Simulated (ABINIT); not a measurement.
# Ag (Fm-3m) in ABINIT: notebook

Aim: see how the results for Ag move with the level of theory and the settings. Levels: HCTH407, BP86. Tasks: band structure.

Program: ABINIT 10.8.3 (patched build). These are calculated values, not measurements. Logs are shortened: lines on timing, memory, paths and dates and some standing lists are left out, and cuts for length are marked. The log counts tension as positive stress, the text compression.

**1. The structure**

It takes space group Fm-3m (No. 225, cubic). The conventional cell has a = 4.085 Å, b = 4.085 Å, c = 4.085 Å, α = 90.00°, β = 90.00°, γ = 90.00°. Ag (site symmetry m-3m) is surrounded by 12 Ag at 2.89 Å.

**2. Band structure, HCTH407**

run.abi

```
ndtset 2

pp_dirpath "./"
pseudos "Ag.upf"

acell 3*1.0 Angstrom
rprim
     0.0000000000     2.0427500000     2.0427500000
     2.0427500000     0.0000000000     2.0427500000
     2.0427500000     2.0427500000     0.0000000000
ntypat 1
znucl 47
natom 1
typat 1
xred
     0.0000000000     0.0000000000     0.0000000000

ecut 41.0

ixc 27

occopt 3
tsmear 0.00183747

nstep 100

iomode 3
prtwf 0
prteig 0
prtebands 0
prtden1 1

kptopt1 1
ngkpt1 11 11 11
nshiftk1 1
shiftk1 0.0 0.0 0.0
nband1 14
tolvrs1 1.0e-10

iscf2 -2
getden2 1
nband2 18
nbdbuf2 2
tolwfr2 1.0e-12
kptopt2 -9
ndivsm2 5
prteig2 1
prtvol2 -3
kptbounds2
     0.0000000000     0.0000000000     0.0000000000
     0.5000000000     0.0000000000     0.5000000000
     0.5000000000     0.2500000000     0.7500000000
     0.3750000000     0.3750000000     0.7500000000
     0.0000000000     0.0000000000     0.0000000000
     0.5000000000     0.5000000000     0.5000000000
     0.6250000000     0.2500000000     0.6250000000
     0.5000000000     0.2500000000     0.7500000000
     0.5000000000     0.5000000000     0.5000000000
     0.3750000000     0.3750000000     0.7500000000
```

Potentials or basis: PseudoDojo NC SR PBE v0.4.1 standard.

The run is started by

```
$ abinit run.abi > log 2>&1
```

run.abo:

```text
.Version 10.8.3 of ABINIT
 DATASET    1 : space group Fm -3 m (#225); Bravais cF (face-center cubic)
================================================================================
 Values of the parameters that define the memory need for DATASET  1.
     intxc =       0    ionmov =       0      iscf =       7    lmnmax =       6
     lnmax =       6     mgfft =      32  mpssoang =       3    mqgrid =    3001
     natom =       1  nloc_mem =       1    nspden =       1   nspinor =       1
    nsppol =       1      nsym =      48    n1xccc =    2501    ntypat =       1
    occopt =       3   xclevel =       2
       mpw =        1458          nfft =       32768          nkpt =          56
================================================================================
================================================================================

 DATASET    2 : space group Fm -3 m (#225); Bravais cF (face-center cubic)
================================================================================
 Values of the parameters that define the memory need for DATASET  2.
     intxc =       0    ionmov =       0      iscf =      -2    lmnmax =       6
     lnmax =       6     mgfft =      32  mpssoang =       3    mqgrid =    3001
     natom =       1  nloc_mem =       1    nspden =       1   nspinor =       1
    nsppol =       1      nsym =      48    n1xccc =    2501    ntypat =       1
    occopt =       3   xclevel =       2
       mpw =        1460          nfft =       32768          nkpt =          87
================================================================================
================================================================================

--------------------------------------------------------------------------------
------------- Echo of variables that govern the present computation ------------
--------------------------------------------------------------------------------
 -outvars: echo values of preprocessed input variables --------
            acell      1.8897261259E+00  1.8897261259E+00  1.8897261259E+00 Bohr
              amu      1.07868200E+02
             ecut      4.10000000E+01 Hartree
           getden1          0
           getden2          1
             iscf1          7
             iscf2         -2
              ixc          27
           jdtset        1    2
           kptopt1          1
           kptopt2         -9
         kptrlatt       11    0    0      0   11    0      0    0   11
          kptrlen1     6.00512109E+01
          kptrlen2     3.00000000E+01
            natom           1
            nband1         14
            nband2         18
           nbdbuf1          0
           nbdbuf2          2
           ndtset           2
           ndivsm1          0
           ndivsm2          5
            ngfft          32      32      32
             nkpt1         56
             nkpt2         87
            nstep         100
             nsym          48
           ntypat           1
           occopt           3
        prtebands           0
           prteig1          0
           prteig2          1
           prtvol1          0
           prtvol2         -3
            prtwf           0
            rprim      0.0000000000E+00  2.0427500000E+00  2.0427500000E+00
                       2.0427500000E+00  0.0000000000E+00  2.0427500000E+00
                       2.0427500000E+00  2.0427500000E+00  0.0000000000E+00
           shiftk1     0.00000000E+00  0.00000000E+00  0.00000000E+00
           shiftk2     5.00000000E-01  5.00000000E-01  5.00000000E-01
          spgroup         225
           tolvrs1     1.00000000E-10
           tolvrs2     0.00000000E+00
           tolwfr1     0.00000000E+00
           tolwfr2     1.00000000E-12
           tsmear      1.83747000E-03 Hartree
            typat      1
            znucl       47.00000

================================================================================

 chkinp: Checking input parameters for consistency, jdtset=   1.

 chkinp: Checking input parameters for consistency, jdtset=   2.

================================================================================
== DATASET  1 ==================================================================

--- !DatasetInfo
iteration_state: {dtset: 1, }
dimensions: {natom: 1, nkpt: 56, mband: 14, nsppol: 1, nspinor: 1, nspden: 1, mpw: 1458, }
cutoff_energies: {ecut:  41.0, pawecutdg:  -1.0, }
electrons: {nelect:   1.90000000E+01, charge:   0.00000000E+00, occopt:   3.00000000E+00, tsmear:   1.83747000E-03, }
meta: {optdriver: 0, ionmov: 0, optcell: 0, iscf: 7, paral_kgb: 0, }
...

 Exchange-correlation functional for the present dataset will be:
  GGA: HCTH407 functional - ixc=27
  A.D. Boese, and N.C. Handy, JCP 114, 5497 (2001)

[... 136 lines left out ...]

================================================================================
== DATASET  2 ==================================================================

--- !DatasetInfo
iteration_state: {dtset: 2, }
dimensions: {natom: 1, nkpt: 87, mband: 18, nsppol: 1, nspinor: 1, nspden: 1, mpw: 1460, }
cutoff_energies: {ecut:  41.0, pawecutdg:  -1.0, }
electrons: {nelect:   1.90000000E+01, charge:   0.00000000E+00, occopt:   3.00000000E+00, tsmear:   1.83747000E-03, }
meta: {optdriver: 0, ionmov: 0, optcell: 0, iscf: -2, paral_kgb: 0, }
...

 mkfilename : getden/=0, take file _DEN from output of DATASET   1.

 Exchange-correlation functional for the present dataset will be:
  GGA: HCTH407 functional - ixc=27
  A.D. Boese, and N.C. Handy, JCP 114, 5497 (2001)

 Real(R)+Recip(G) space primitive vectors, cartesian coordinates (Bohr,Bohr^-1):
 R(1)=  0.0000000  3.8602380  3.8602380  G(1)= -0.1295257  0.1295257  0.1295257
 R(2)=  3.8602380  0.0000000  3.8602380  G(2)=  0.1295257 -0.1295257  0.1295257
 R(3)=  3.8602380  3.8602380  0.0000000  G(3)=  0.1295257  0.1295257 -0.1295257
 Unit cell volume ucvol=  1.1504619E+02 bohr^3
 Angles (23,13,12)=  6.00000000E+01  6.00000000E+01  6.00000000E+01 degrees

 getcut: wavevector=  0.0000  0.0000  0.0000  ngfft=  32  32  32
         ecut(hartree)=     41.000   => boxcut(ratio)=   2.03359
--------------------------------------------------------------------------------

================================================================================
 Non-SCF case, kpt    1 (  0.00000  0.00000  0.00000), residuals and eigenvalues=
  2.18E-13  8.18E-13  6.16E-13  3.56E-13  7.35E-14  2.05E-13  4.12E-13  1.83E-13
  2.59E-13  2.25E-13  8.61E-13  4.67E-13  2.56E-13  1.76E-13  2.25E-13  7.59E-13
  1.11E-11  3.40E-12
 -3.0047E+00 -1.6583E+00 -1.6583E+00 -1.6583E+00  1.1169E-01  2.0908E-01
  2.0908E-01  2.0908E-01  2.4536E-01  2.4536E-01  9.8538E-01  1.1235E+00
  1.1235E+00  1.1235E+00  1.2743E+00  1.3293E+00  1.3293E+00  1.3293E+00
 Non-SCF case, kpt    2 (  0.03571  0.00000  0.03571), residuals and eigenvalues=
  2.10E-13  2.10E-13  2.20E-13  1.58E-13  7.05E-14  3.49E-13  5.48E-13  3.45E-13
  3.39E-13  1.59E-13  4.12E-14  5.99E-13  2.48E-13  4.35E-13  1.29E-13  8.90E-13
  7.61E-12  2.31E-11
 -3.0047E+00 -1.6583E+00 -1.6583E+00 -1.6583E+00  1.1366E-01  2.0832E-01
  2.0977E-01  2.0977E-01  2.4461E-01  2.4568E-01  9.8589E-01  1.1129E+00
  1.1183E+00  1.1183E+00  1.2892E+00  1.3265E+00  1.3265E+00  1.3327E+00
[... 581 lines left out ...]
 Non-SCF case, kpt   86 (  0.38889  0.38889  0.72222), residuals and eigenvalues=
  1.65E-13  2.47E-13  2.75E-13  2.68E-13  9.41E-13  6.71E-13  3.24E-13  1.03E-13
  2.25E-13  7.38E-13  5.67E-13  5.08E-13  2.12E-13  3.76E-13  6.67E-13  8.77E-13
  6.86E-13  9.14E-05
 -3.0039E+00 -1.6627E+00 -1.6618E+00 -1.6599E+00  1.6928E-01  1.8698E-01
  2.2895E-01  2.4886E-01  2.6952E-01  5.5285E-01  5.6675E-01  6.7504E-01
  8.8891E-01  1.0054E+00  1.3185E+00  1.4016E+00  1.4193E+00  1.6166E+00
 Non-SCF case, kpt   87 (  0.37500  0.37500  0.75000), residuals and eigenvalues=
  2.20E-13  2.43E-13  8.45E-14  1.79E-13  2.22E-13  3.60E-13  1.81E-13  4.51E-13
  5.42E-13  7.52E-14  3.36E-13  2.77E-13  8.49E-13  9.55E-14  1.99E-13  8.48E-13
  5.58E-13  1.61E-06
 -3.0039E+00 -1.6628E+00 -1.6617E+00 -1.6600E+00  1.6628E-01  1.8163E-01
  2.3537E-01  2.5328E-01  2.7098E-01  5.5270E-01  5.8950E-01  6.5467E-01
  8.7107E-01  1.0069E+00  1.2785E+00  1.4155E+00  1.4481E+00  1.6258E+00

--- !ResultsGS
iteration_state: {dtset: 2, }
comment   : Summary of ground state results
lattice_vectors:
- [  0.0000000,   3.8602380,   3.8602380, ]
- [  3.8602380,   0.0000000,   3.8602380, ]
- [  3.8602380,   3.8602380,   0.0000000, ]
lattice_lengths: [   5.45920,    5.45920,    5.45920, ]
lattice_angles: [ 60.000,  60.000,  60.000, ] # degrees, (23, 13, 12)
lattice_volume:   1.1504619E+02
convergence: {deltae:  0.000E+00, res2:  0.000E+00, residm:  9.970E-13, diffor:  0.000E+00, }
etotal    :  -1.55855796E+02
entropy   :   0.00000000E+00
fermie    :   4.02905362E-01
cartesian_stress_tensor: null
pressure_GPa: null
xred      :
- [  0.0000E+00,   0.0000E+00,   0.0000E+00, Ag]
cartesian_forces: null
force_length_stats: {min: null, max: null, mean: null, }
...

 Integrated electronic density in atomic spheres:
 ------------------------------------------------
 Atom  Sphere_radius  Integrated_density
    1        2.00000         16.42490351
================================================================================

 ----iterations are completed or convergence reached----

 Mean square residual over all n,k,spin=   37.127E-14; max=  99.698E-14
 reduced coordinates (array xred) for    1 atoms
       0.000000000000      0.000000000000      0.000000000000

 cartesian coordinates (angstrom) at end:
    1      0.00000000000000     0.00000000000000     0.00000000000000
 length scales=  1.889726125908  1.889726125908  1.889726125908 bohr
              =  1.000000000000  1.000000000000  1.000000000000 angstroms
 Eigenvalues (hartree) for nkpt=  87  k points:
 kpt#   1, nband= 18, wtk=  1.00000, kpt=  0.0000  0.0000  0.0000 (reduced coord)
  -3.00472   -1.65825   -1.65825   -1.65825    0.11169    0.20908    0.20908    0.20908
   0.24536    0.24536    0.98538    1.12353    1.12353    1.12353    1.27430    1.32932
   1.32932    1.32932
 kpt#   2, nband= 18, wtk=  1.00000, kpt=  0.0357  0.0000  0.0357 (reduced coord)
  -3.00471   -1.65833   -1.65828   -1.65828    0.11366    0.20832    0.20977    0.20977
   0.24461    0.24568    0.98589    1.11292    1.11827    1.11827    1.28922    1.32649
   1.32649    1.33270
 kpt#   3, nband= 18, wtk=  1.00000, kpt=  0.0714  0.0000  0.0714 (reduced coord)
  -3.00468   -1.65853   -1.65836   -1.65836    0.11948    0.20611    0.21184    0.21184
   0.24248    0.24662    0.98735    1.08954    1.10264    1.10264    1.32223    1.32263
   1.32263    1.34281
 kpt#   4, nband= 18, wtk=  1.00000, kpt=  0.1071  0.0000  0.1071 (reduced coord)
  -3.00463   -1.65887   -1.65850   -1.65850    0.12887    0.20258    0.21525    0.21525
   0.23935    0.24816    0.98962    1.06358    1.07778    1.07778    1.31854    1.32437
   1.32437    1.35961
 kpt#   5, nband= 18, wtk=  1.00000, kpt=  0.1429  0.0000  0.1429 (reduced coord)
[... 317 lines left out ...]
   0.26978    0.49911    0.54532    0.76728    0.93463    1.00058    1.34939    1.36121
   1.41297    1.60519
 kpt#  85, nband= 18, wtk=  1.00000, kpt=  0.4028  0.4028  0.6944 (reduced coord)
  -3.00395   -1.66283   -1.66150   -1.65981    0.17233    0.19211    0.22378    0.24251
   0.26929    0.52764    0.55499    0.71729    0.91038    1.00326    1.35515    1.38354
   1.39359    1.61492
 kpt#  86, nband= 18, wtk=  1.00000, kpt=  0.3889  0.3889  0.7222 (reduced coord)
  -3.00393   -1.66271   -1.66175   -1.65994    0.16928    0.18698    0.22895    0.24886
   0.26952    0.55285    0.56675    0.67504    0.88891    1.00537    1.31853    1.40163
   1.41934    1.61659
 kpt#  87, nband= 18, wtk=  1.00000, kpt=  0.3750  0.3750  0.7500 (reduced coord)
  -3.00391   -1.66283   -1.66168   -1.66004    0.16628    0.18163    0.23537    0.25328
   0.27098    0.55270    0.58950    0.65467    0.87107    1.00691    1.27848    1.41554
   1.44806    1.62580

== END DATASET(S) ==============================================================
================================================================================

 -outvars: echo values of variables after computation  --------
            acell      1.8897261259E+00  1.8897261259E+00  1.8897261259E+00 Bohr
           etotal1    -1.5585579633E+02
            fcart1    -0.0000000000E+00 -0.0000000000E+00 -0.0000000000E+00
            rprim      0.0000000000E+00  2.0427500000E+00  2.0427500000E+00
                       2.0427500000E+00  0.0000000000E+00  2.0427500000E+00
                       2.0427500000E+00  2.0427500000E+00  0.0000000000E+00
           strten1    -2.3638000192E-04 -2.3638000192E-04 -2.3638000192E-04
                       0.0000000000E+00  0.0000000000E+00  0.0000000000E+00
 Calculation completed.
```

It took 64 s on 1 thread of Arm Neoverse V1, shared host; peak memory 0.11 GiB.

Results:

```yaml
Free_energy: -4241.0523 eV
Pressure: 7.0 GPa
Band_gap_on_the_k_mesh: none (metal or under the smearing width)
Valence_electrons_inside_the_program's_atomic_spheres: Ag 16.42 (radii [1.0584] Å)
```

Levels at the corners of the path, in eV from the Fermi level:
```
point  band 5  band 6  band 7  band 8  band 9  band 10  band 11  band 12  band 13  band 14
    Γ   -7.92   -5.27   -5.27   -5.27   -4.29    -4.29    15.85    19.61    19.61    19.61
    X   -6.86   -6.73   -3.56   -3.32   -3.32     1.47     6.44    10.67    10.67    16.67
    W   -6.13   -5.53   -5.53   -4.27   -3.32     5.76     5.76     6.90     7.80    22.65
    K   -6.44   -6.02   -4.56   -4.07   -3.59     4.08     5.08     6.85    12.74    16.44
    Γ   -7.92   -5.27   -5.27   -5.27   -4.29    -4.29    15.85    19.61    19.61    19.61
    L   -6.77   -5.30   -5.30   -3.52   -3.52    -0.60     3.32    15.02    17.96    17.96
    U   -6.44   -6.02   -4.56   -4.07   -3.59     4.08     5.08     6.85    12.74    16.44
    W   -6.13   -5.53   -5.53   -4.27   -3.32     5.76     5.76     6.90     7.80    22.65
    L   -6.77   -5.30   -5.30   -3.52   -3.52    -0.60     3.32    15.02    17.96    17.96
    K   -6.44   -6.02   -4.56   -4.07   -3.59     4.08     5.08     6.85    12.74    16.44
```

Caveat: the potentials were made for another functional, which shifts forces and pressure.

**3. Band structure, BP86**

run.abi

```
ndtset 2

pp_dirpath "./"
pseudos "Ag.GGA_PBE-JTH.xml"

acell 3*1.0
rprim
     0.0000000000     3.8602380411     3.8602380411
     3.8602380411     0.0000000000     3.8602380411
     3.8602380411     3.8602380411     0.0000000000
ntypat 1
znucl 47
natom 1
typat 1
xcart
     0.0000000000     0.0000000000     0.0000000000 Angstrom

ecut 17.0
pawecutdg 34.0

ixc -106132

occopt 3
tsmear 0.05 eV

nstep 100

iomode 3
prtwf 0
prteig 0
prtebands 0
enunit 2
prtden1 1
prtvha1 1
prtvclmb1 1
prtpot1 1

kptopt1 1
ngkpt1 11 11 11
nshiftk1 1
shiftk1 0.0 0.0 0.0
nband1 10
tolvrs1 1.0e-9

iscf2 -2
getden2 1
nband2 14
nbdbuf2 2
tolwfr2 1.0e-12
kptopt2 -9
ndivsm2 5
prteig2 1
kptbounds2
     0.0000000000     0.0000000000     0.0000000000
     0.5000000000     0.0000000000     0.5000000000
     0.5000000000     0.2500000000     0.7500000000
     0.3750000000     0.3750000000     0.7500000000
     0.0000000000     0.0000000000     0.0000000000
     0.5000000000     0.5000000000     0.5000000000
     0.6250000000     0.2500000000     0.6250000000
     0.5000000000     0.2500000000     0.7500000000
     0.5000000000     0.5000000000     0.5000000000
     0.3750000000     0.3750000000     0.7500000000
```

Potentials or basis: JTH PAW PBE v2.0.

The run is started by

```
$ abinit run.abi > log 2>&1
```

It took 15 s on 1 thread of Arm Neoverse V1, shared host; peak memory 0.11 GiB.

Results (log left out):

- Free energy: -1041.1726 eV
- Pressure: 4.7 GPa
- Band gap on the k mesh: none (metal or under the smearing width)
- Valence electrons inside the program's atomic spheres: Ag 9.83 (radii [1.331] Å)

Levels at the corners of the path, in eV from the Fermi level:
```csv
point,band 1,band 2,band 3,band 4,band 5,band 6,band 7,band 8,band 9,band 10
Γ,-8.04,-5.11,-5.11,-5.11,-4.08,-4.08,16.56,19.85,19.85,19.85
X,-6.72,-6.59,-3.31,-3.07,-3.07,1.37,6.43,10.51,10.51,16.98
W,-5.97,-5.37,-5.37,-4.06,-3.07,5.71,5.71,6.68,8.00,23.10
K,-6.30,-5.87,-4.38,-3.85,-3.35,4.04,5.00,6.87,12.59,16.78
Γ,-8.04,-5.11,-5.11,-5.11,-4.08,-4.08,16.56,19.85,19.85,19.85
L,-6.69,-5.13,-5.13,-3.28,-3.28,-0.61,3.28,15.67,17.85,17.85
U,-6.30,-5.87,-4.38,-3.85,-3.35,4.04,5.00,6.87,12.59,16.78
W,-5.97,-5.37,-5.37,-4.06,-3.07,5.71,5.71,6.68,8.00,23.10
L,-6.69,-5.13,-5.13,-3.28,-3.28,-0.61,3.28,15.67,17.85,17.85
K,-6.30,-5.87,-4.38,-3.85,-3.35,4.04,5.00,6.87,12.59,16.78
```

Caveat: the PAW data sets were made with another functional, which shifts forces and pressure a little.
